## Two scales of energy

Separating WS₂ into single layers costs about 13 meV per atom in this calculation, while the three structures that give tungsten different surroundings lie from several hundred to a few thousand above the most stable one. The small steps from bulk to bilayer to monolayer count lost contacts between layers. The large ones appear where tungsten loses its prism of six sulfurs, an arrangement that suits its d electrons, and where bond lengths and crowding change as well. Volume per atom seems to explain the small steps just as well, but it fails when the stress is examined.

Structures of WS2, computed with Ansatz 0.2.0 using the r2SCAN functional, plane-wave PAW, a scalar-relativistic treatment and a 500 eV cutoff. Cells and atoms were relaxed within the starting symmetry, and energies are given per atom relative to the lowest-energy structure in the table.

| found from | space group number | atoms in cell | volume per atom (Å³) | over lowest (meV/atom) |
| --- | --- | --- | --- | --- |
| database cell | 194 | 6 | 19.09 | 0.0 |
| database cell | 160 | 3 | 19.16 | 1.0 |
| database cell | 164 | 6 | 34.61 | 7.0 |
| database cell | 187 | 3 | 49.52 | 13.0 |
| changed type | 137 | 6 | 17.51 | 747.0 |
| Cu2O type | 224 | 6 | 22.50 | 809.0 |
| MgCu2 type | 227 | 6 | 14.65 | 2720.0 |

The column "over lowest" gives the energy per atom above the most stable row. The relaxed cells show what the first four rows are: 194 and 160 are the bulk stackings called 2H and 3R, 164 is an isolated bilayer (not the octahedral layered form that shares this number) and 187 a single layer. All four contain the same sheet, in which each tungsten sits in a trigonal prism of six sulfurs. The two bulk stackings differ by only 1 meV/atom, which is too little to rank them.

## The tempting answer: stretching

From bulk to bilayer to monolayer, volume and energy rise together. A straight line drawn through bulk 2H and the monolayer puts the bilayer at 6.7 meV/atom, and the calculation gives 6.6 before the rounding used in the table. It looks as if WS₂ were a soft solid that pays a fixed price for each cubic ångström of expansion.

The volumes of the two slabs, however, include the empty space that separates a slab from its periodic copies. The sheets themselves are not stretched: their in-plane cell edge agrees with that of bulk 2H to about 0.001 Å. What has grown is the vacuum.

## The simpler answer: counting contacts

In the bulk, a stack of $N$ layers has $N$ contacts, because every layer has a neighbour on both sides and each contact is shared by two layers. A free slab of $N$ layers has only $N-1$. Whatever its thickness, it lacks one contact, and that loss is spread over all its atoms. If only neighbouring layers attract each other, the cost per atom is

$$\Delta E(N)=\frac{w}{N},$$

where $w$ is the cost of the monolayer.

The bilayer is the test. The monolayer lies 13.1 meV/atom above bulk 2H, so the formula gives $13.1/2\approx 6.6$ meV/atom for two layers. The computed value is also 6.6, a match good to a few tenths of a meV/atom, since bulk 2H still fell by 0.25 meV/atom in its last relaxation step. The monolayer supplied $w$, but the bilayer was not used to set any constant.

## Stress decides between them

Both pictures predict the bilayer, so its energy cannot choose between them. They agree because the two cells were opened by almost the same width, 10.6 and 10.4 Å. Each slab has one such opening, shared among its layers just as the missing contact is. Volume therefore counts lost contacts in disguise.

The slope of the energy separates the two ideas. If each added cubic ångström really cost energy, the crystal would pull back, and the slope of the line would be its tension. The monolayer gains about 30 Å³ per atom for 13 meV, or 0.43 meV/Å³, which corresponds to 0.07 GPa. The stress computed across the layers is below 0.004 GPa in size in both slabs. The cells were free to relax, and a relaxation always seeks low stress, so the small value alone proves little. What counts is that it was reached with the vacuum still open: a steady pull would have kept the stress near 0.07 GPa until the gap closed.

The energy is thus nearly flat at these widths. The price was paid when the layers parted, and a wider vacuum adds almost nothing to it. The printed analysis after this text sets the two estimates and the stresses side by side.

## How far to trust the contact energy

The count is more reliable than the size of $w$. The calculation has no dispersion correction, and dispersion is the main attraction between such layers. Per area of layer, the computed contact is worth 4.5 meV/Å², against a rough recalled value of 20 for layered sulfides of this kind. The real cost of separation should therefore be several times larger, yet still well below the cost of the rebuilt structures.

## Why changing the surroundings costs so much

The zirconia type, space group 137, shows the other scale. It is denser than bulk 2H and gives each tungsten eight sulfur neighbours instead of six, yet it lies 747 meV/atom higher. That is nearly 60 times the cost of the monolayer. More neighbours do not help here, and fewer do not either: the Cu₂O type, with four, is also far above the layers.

Ligand-field theory offers a reason that goes beyond counting neighbours. In the usual ionic count, tungsten gives four electrons to two sulfurs and keeps two in its d shell. In a trigonal prism one d orbital lies below the others, and the two electrons fill it as a pair. In the layer this orbital mixes with other d orbitals on neighbouring tungstens and forms one low band, split from the rest. That mixing, more than the field of the six sulfurs alone, is the usual reason given for why two d electrons favour the prism. The filled band leaves a gap above it, which the calculation puts at about 1.4 eV in bulk 2H.

Eight sulfurs at the corners of a cube split the d shell differently. The zirconia type is a distorted version of this arrangement: its relaxed cell has nearly cubic proportions, but its sulfurs split into four at 2.51 Å from tungsten and four at 2.65 Å. In a perfect cube the lowest level is a pair of orbitals of equal energy, and two electrons only half fill it. They can lower their energy by aligning their spins, but no gap is guaranteed. The computed zirconia type fits this description: it is a metal with 1.9 Bohr magnetons per tungsten, close to the two expected for two parallel spins.

This agreement supports the level scheme but does not show that the d shell makes the structure costly: the low pair in a cube is not expected to lie higher than the low orbital in a prism. What is lost is the filled, split-off band of the layer, and its share of the 747 meV/atom is not measured. Bond lengths and the angles at sulfur change as well. Both W–S distances are longer than the usual bond of about 2.4 Å, while neighbouring sulfurs are only about 3.0 Å apart, closer than the 3.18 Å within a layer. A cleaner comparison would be a layer with six sulfurs in an octahedron, which keeps the neighbour count and changes mainly the arrangement. The table has no such row, but that layer is expected to lie well below the zirconia type. That would suggest that changed bonds and crowding make up a large share of the 747 meV/atom, though the d shell need not cost the same in a cube as in an octahedron.

## The other two rebuilt structures

A tetrahedron of four sulfurs also puts a pair of orbitals lowest, and the Cu₂O type is likewise a metal. It was computed without spin, however, so its electrons had no chance to align. Its energy could fall if they did. The 62 meV/atom that separates it from the zirconia type therefore does not settle their order.

The MgCu₂ type is the densest row and also the costliest, at 2720 meV/atom. Symmetry and volume fix its distances: tungsten and sulfur are 2.9 Å apart, where about 2.4 Å is normal, and each sulfur has six others at 2.5 Å. That is too far for a good W–S bond and too close for sulfur ions with filled shells. Weak bonding and crowding are the likely causes. The calculation gives a metal whose bands overlap by about 1.4 eV, so the layer's gap is gone here too, but that does not tell the two causes apart. This row was also computed without spin, so its energy could fall if moments formed.

The costs of all three rebuilt structures may be too high. The search for lower electronic states was a light one and may have missed the lowest. The relaxations also kept the starting symmetry, so a structure may sit at a saddle and drop in energy once it is allowed to distort.

## Using the result

For a related layered sulfide, first ask whether the metal keeps the surroundings that suit its d electrons. If it does, count the missing contacts and divide by the number of layers. Multiply the result by the price of one contact, expressed per atom of a single layer and taken from a method that includes dispersion.

The analysis program printed:

```
Neighbours and cost:
            row  space group  S neighbours per W  volume per atom (A3)  over lowest (meV/atom)
  database cell          194                   6                 19.09                       0
  database cell          160                   6                 19.16                       1
  database cell          164                   6                 34.61                       7
  database cell          187                   6                 49.52                      13
   changed type          137                   8                 17.51                     747
      Cu2O type          224                   4                  22.5                     809
     MgCu2 type          227                  12                 14.65                    2720
3R over 2H, unrounded (meV/atom): 0.81
Bilayer over 2H, unrounded (meV/atom): 6.55
Monolayer over 2H, unrounded (meV/atom): 13.12
Bilayer cost from contact count, half the monolayer (meV/atom): 6.56
Bilayer cost from straight line in volume (meV/atom): 6.692
Width added per cut, bilayer cell (A): 10.63
Width added per cut, monolayer cell (A): 10.42
Tension that the volume line demands (GPa): 0.06908
Computed stress across layers, bilayer, compression positive (GPa): -0.003673
Computed stress across layers, monolayer, compression positive (GPa): 0.002926
Contact energy per layer area (meV/A2): 4.492
Rough recalled contact energy of 20 meV/A2 over computed one (ratio): 4.453
Volume line for the zirconia type (meV/atom): -0.6812
Cheapest rebuilt type over monolayer cost (ratio): 56.94
Cu2O type less zirconia type (meV/atom): 62
Moment per W in zirconia type (Bohr magnetons): 1.935
W-S distance in Cu2O type (A): 2.221
W-S distance in MgCu2 type (A): 2.926
S-S distance in MgCu2 type (A): 2.495
```
